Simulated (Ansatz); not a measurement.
Isomers of C$_{6}$H$_{8}$, relaxed with PBE0-D4/def2-TZVP in Ansatz; electronic energies, one conformer each and not always the lowest. Functionals use def2-TZVPP; CBS adds triple-zeta CCSD(T) − MP2 to the MP2 limit of def2-TZVPP and def2-QZVPP.

(1) Order them by energy at frozen-core CCSD(T)/CBS, lowest first. (Best estimate.)
A. `CC1C=CC=C1`
B. `C1=C[C@H]2C[C@H]2C1`
C. `C=CCC#CC`
D. `CC1=CCC=C1`
E. `C=C1CCC1=C`
F. `C1=CCCC=C1`

(2) How do B3LYP-D4, PBE0-D4, B2PLYP, PBE-D4 place them (kcal/mol, against `CC1=CCC=C1`)? (Estimate.)

Answers

(1) D (0.0 kcal/mol), F (1.2 kcal/mol), A (2.7 kcal/mol), B (12.9 kcal/mol), E (27.4 kcal/mol), C (33.8 kcal/mol).

(2) Ansatz gave: 
```json
{"isomer": "`CC1C=CC=C1`", "B3LYP-D4": "3.6", "PBE0-D4": "3.9", "B2PLYP": "3.4", "PBE-D4": "4.0"}
{"isomer": "`C1=CCCC=C1`", "B3LYP-D4": "1.0", "PBE0-D4": "2.2", "B2PLYP": "1.8", "PBE-D4": "2.4"}
{"isomer": "`C=C1CCC1=C`", "B3LYP-D4": "25.4", "PBE0-D4": "27.2", "B2PLYP": "26.8", "PBE-D4": "25.7"}
{"isomer": "`C1=C[C@H]2C[C@H]2C1`", "B3LYP-D4": "15.7", "PBE0-D4": "11.0", "B2PLYP": "14.7", "PBE-D4": "12.8"}
{"isomer": "`C=CCC#CC`", "B3LYP-D4": "32.6", "PBE0-D4": "38.9", "B2PLYP": "31.5", "PBE-D4": "37.1"}
```

B3LYP here is the variant with VWN-RPA as its local correlation; programs differ in this.
